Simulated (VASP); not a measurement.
## RbCl: NMR shieldings

What are the shielding tensors of RbCl? The cell is of the rock-salt type, one of the forms listed for this formula, which need not be the common one. The start is a cell from a database of measured crystal structures.

Program: VASP 6.6.1. Level of theory: PBE; plane waves and PAW (Rb_sv, Cl), in the first sound run; inputs show where later runs differ. Results are calculated unless marked as measured.

This is a report of a sequence of runs, with most program output left out.

The database entry behind the starting cell differs from later determinations by our own check (about 0.5 % short), so it need not match the best structure at ambient conditions.

### 1. The starting structure

The structure is cubic, space group Fm-3m (No. 225). The conventional cell has a = 6.548 Å, b = 6.548 Å, c = 6.548 Å, α = 90.00°, β = 90.00°, γ = 90.00°. Nearest to Rb lie 6 Cl at 3.27 Å. Nearest to Cl lie 6 Rb at 3.27 Å. Farther neighbours and most contacts between anions are not listed.

### 2. Ground state

A ground-state run shows first whether the cell has a gap, which the next steps need; its size sets how fine their mesh has to be.

Input file INCAR:

```
SYSTEM = RbCl
PREC = Accurate
ENCUT = 400
EDIFF = 1E-07
NELM = 100
ISMEAR = 0
SIGMA = 0.01
LREAL = .FALSE.
ALGO = Normal
GGA = PE
NBANDS = 14
LORBIT = 11
LWAVE = .FALSE.
LCHARG = .FALSE.
KPAR = 4
```

Input file POSCAR:

```
RbCl
1.0
    0.0000000000      3.2740000000      3.2740000000
    3.2740000000      0.0000000000      3.2740000000
    3.2740000000      3.2740000000      0.0000000000
Rb Cl
1 1
Direct
    0.0000000000      0.0000000000      0.0000000000
    0.5000000000      0.5000000000      0.5000000000
```

Input file KPOINTS:

```
Automatic mesh
0
Gamma
5 5 5
0 0 0
```

The projector-augmented-wave data sets are Rb_sv and Cl (PBE family, release 64).

Command:

```sh
$ mpirun -np 4 vasp_std
```

Elapsed: 3.4 s, on 4 MPI ranks of Intel Xeon Platinum 8559C (Emerald Rapids), shared host; peak memory 0.59 GiB; 10 s of CPU time.

The gap is read on the k-mesh alone, so it is an upper bound where the band edges lie off the mesh.

This step gave:

```
free energy (TOTEN)            : -6.658 eV
Fermi energy                   : -1.776 eV
pressure                       : 1.156 GPa
gap on the k-mesh              : 5.046 eV
least direct gap on the k-mesh : 5.046 eV
```

The cell has a gap of 5.05 eV on this mesh. Spin-orbit coupling is left out, which can shift or reorder these edges.

### 3. Shielding tensors

This step: chemical shifts by linear response (GIPAW), PBE; plane waves and PAW (Rb_sv, Cl) (VASP 6.6.1).

LCHIMAG computes the induced currents by linear response. It needs tightly converged orbitals and a cutoff well above the default; LEFG adds the field gradients at no cost.

Input file INCAR:

```
SYSTEM = RbCl
PREC = Accurate
ENCUT = 370
EDIFF = 1E-09
NELM = 100
ISMEAR = 0
SIGMA = 0.01
LREAL = .FALSE.
ALGO = Normal
GGA = PE
NBANDS = 14
LWAVE = .FALSE.
LCHARG = .FALSE.
KPAR = 4
LCHIMAG = .TRUE.
LEFG = .TRUE.
DQ = 0.001
ICHIBARE = 1
LNMR_SYM_RED = .TRUE.
```

POSCAR is that of step 2.

Input file KPOINTS:

```
Automatic mesh
0
Gamma
6 6 6
0 0 0
```

Command:

```sh
$ mpirun -np 4 vasp_std
```

Run time: 57 s. Hardware: 4 MPI ranks; peak memory 0.76 GiB; 3.7 min of CPU time.

Numbers from this step:

| Item | Value |
| --- | --- |
| Fermi energy | -1.760 eV |
| pressure | 1.179 GPa |

Valence and core; the G = 0 term is that of a spherical sample. NMR shielding, by row:

```csv
atom,isotropic shielding (ppm),span (ppm),skew,isotropic shielding without the G = 0 term (ppm)
Rb1,3055,0,-,3045
Cl2,872,0,-,861.6
```

Ordered as |Vzz| ≥ |Vxx| ≥ |Vyy|, the program's way. Electric field gradients, by row:

```csv
atom,Vxx (V/Å²),Vyy (V/Å²),Vzz (V/Å²),asymmetry
Rb1,0,0,0,-
Cl2,0,0,-0.001,-
```

### 4. Another functional

This step: chemical shifts by linear response (GIPAW), PBEsol; plane waves and PAW (Rb_sv, Cl) (VASP 6.6.1).

The functional is changed, to see how much the shieldings depend on it.

INCAR: that of step 3 with these lines changed.

```diff
@@ -9,3 +9,3 @@
 ALGO = Normal
-GGA = PE
+GGA = PS
 NBANDS = 14
```

POSCAR is that of step 3.

KPOINTS is that of step 3.

Command:

```sh
$ mpirun -np 4 vasp_std
```

Elapsed: 57 s, on 4 MPI ranks; peak memory 0.77 GiB.

The PAW data sets were made with PBE, which is usual practice but a small mismatch for other functionals.

Numbers from this step:

```yaml
free_energy_toten: -6.896 eV
fermi_energy: -1.827 eV
pressure: 0.009911 GPa
gap_on_the_k_mesh: 4.887 eV
least_direct_gap_on_the_k_mesh: 4.887 eV
```

Valence and core; the G = 0 term is that of a spherical sample. NMR shielding, by row:

```csv
atom,isotropic shielding (ppm),span (ppm),skew,isotropic shielding without the G = 0 term (ppm)
Rb1,3040,0,-,3030
Cl2,858.8,0,-,848.4
```

Ordered as |Vzz| ≥ |Vxx| ≥ |Vyy|, the program's way. Electric field gradients, by row:

```csv
atom,Vxx (V/Å²),Vyy (V/Å²),Vzz (V/Å²),asymmetry
Rb1,0,0,0,-
Cl2,0,0,-0.001,-
```

Against the first shielding run the largest change is -15.2 ppm, on Rb1.

### 5. Summary

This step: chemical shifts by linear response (GIPAW), PBE, PBEsol; plane waves and PAW (VASP 6.6.1).

No new run; the numbers come from the runs before.

Isotropic shieldings. Cost is wall time times ranks on a shared host. Shieldings by setting:

```csv
run,ENCUT (eV),k mesh,"Rb1, Wyckoff letter a (ppm)","Cl2, Wyckoff letter b (ppm)",cost (core minutes)
first shielding run,370,6x6x6,3055,872,3.8
another functional,370,6x6x6,3040,858.8,3.8
```

### 6. Outcome

* Rb, isotropic shielding: 3055.5 ppm
* Cl, isotropic shielding: 872 ppm

**Reading.** At PBE, in the first shielding run, the isotropic shieldings are Rb 3055.5 ppm; Cl 872 ppm. In the first shielding run all tensors are isotropic to 0.5 ppm, as the cubic site symmetry asks. In the undistorted cell the field gradients vanish by symmetry; what its table shows is numerical noise. Against the first shielding run, the one with another functional moves the shieldings by at most 15 ppm. Shifts were not obtained, since a shift is the shielding of a reference compound, computed alike, less these values. The G = 0 term is the part set by the sample's shape, taken here for a sphere. Spin-orbit effects on the shifts of and near heavy atoms are left out. No finer mesh was run, so convergence in it isn't shown. VASP's guide advises LASPH and NLSPLINE for shieldings, which this input doesn't set; the effect wasn't tested. Where the functional isn't the one that the data sets were made with, the shieldings hold that mismatch too. The cell is of the rock-salt type, one of the forms listed for this formula, which need not be the common one.

[Lines on the potential files, build, host, timing and source positions are cut from VASP's logs without a mark.]

[Logs are printed without paths, hosts, clocks, repeated set-up lines and the standing remarks that a program may print on its own settings, such as how far it seeks lower states.]

[Hosts, paths, dates, database ids (printed as entryN), source tags and the programs' standing remarks are cut or masked in the printed files.]
